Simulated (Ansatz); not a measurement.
**PbSe under changes of volume**

One of the cells (27.098 Å³/atom); the others are scaled copies at fixed shape and fractional positions:

```
Pb Se
1.0
     3.78432    0.00000    0.00000
     0.00000    3.78432    0.00000
     0.00000    0.00000    3.78432
Pb Se
1 1
Direct
  0.00000 0.00000 0.00000
  0.50000 0.50000 0.50000
```

Measurements of this composition are mostly on another form, of space group No. 225.

| Quantity | Value |
| --- | --- |
| Program | Ansatz 0.2.0 |
| Functional | HSE06 |
| Potentials or basis | Ansatz PAW |
| Cutoff | 420 eV (not typed: the program's choice for these potentials) |
| k mesh | 4 × 4 × 4 |
| Occupations | fermi-dirac, width 0.05 eV |
| Spin | no spin polarisation |

| volume (Å³/atom) | energy over the lowest point (meV/atom) | pressure (GPa) |
| --- | --- | --- |
| 25.472 | 6.67 | 2.1 |
| 26.014 | 1.87 | 1.0 |
| 26.556 | 0.00 | 0.0 |
| 27.098 | 1.58 | -1.0 |
| 27.640 | 6.60 | -2.0 |
| 28.182 | ? | ? |
| 28.724 | 25.72 | -3.6 |

Task: What does the run at 28.182 Å³/atom give?

Result: Energy over the lowest point 14.77 meV/atom; pressure -2.8 GPa.

Worked out: A Birch-Murnaghan fit of order 3 (a polynomial in V^(-2/3)) to the other rows has its minimum at 26.56 Å³/atom with B0 = V·E''(V) = 48 GPa (rough, since the energies scatter). It gives 14.55 meV/atom at 28.182 Å³/atom, against the run's 14.77, and -dE/dV = -2.8 GPa, against -2.8.

Energies are extrapolated to zero smearing.

Caveats: all runs use coarse meshes; the PAW data sets come from PBE, with cores solved anew for the run's functional, which leaves a small shift of forces and pressure; the thresholds are loose for stress.
